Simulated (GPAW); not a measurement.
Runs of GPAW 26.7.0 on CoSi2. It takes space group Fm-3m (No. 225, cubic). The conventional cell has a = 5.356 Å, b = 5.356 Å, c = 5.356 Å, α = 90.00°, β = 90.00°, γ = 90.00°. Around Co (site symmetry m-3m) lie 8 Si at 2.32 Å. Around Si (site symmetry -43m) lie 4 Co at 2.32 Å. 

| level | potentials or basis | older calculator (legacy_gpaw) | V0 of scaled cells (Å³/atom) | B0 (GPa) |
| --- | --- | --- | --- | --- |
| PBE+D3(BJ) | GPAW PAW data sets (gpaw-data 1.2.1), pw | - | (a) | 195 |
| PBEsol+D3 | PAW data sets generated in the run's folder for this functional, pw | - | 12.37 | 202 |
| optB88-vdW | GPAW PAW data sets (gpaw-data 1.2.1), pw | yes | (b) | 164 |
| PBEint | PAW data sets generated in the run's folder for this functional, pw | - | 12.69 | 191 |

Alike in all rows: task equation of state; spin collinear, ferromagnetic start; cell as given; k mesh 7 × 7 × 7; cutoff (eV) 600; smearing fermi-dirac 0.05 eV.

Task: Estimate the missing entries.

Result: (a) 12.53; (b) 13.15.

Caveats: the PAW data sets were made with another functional, which shifts forces and pressure a little (some runs).
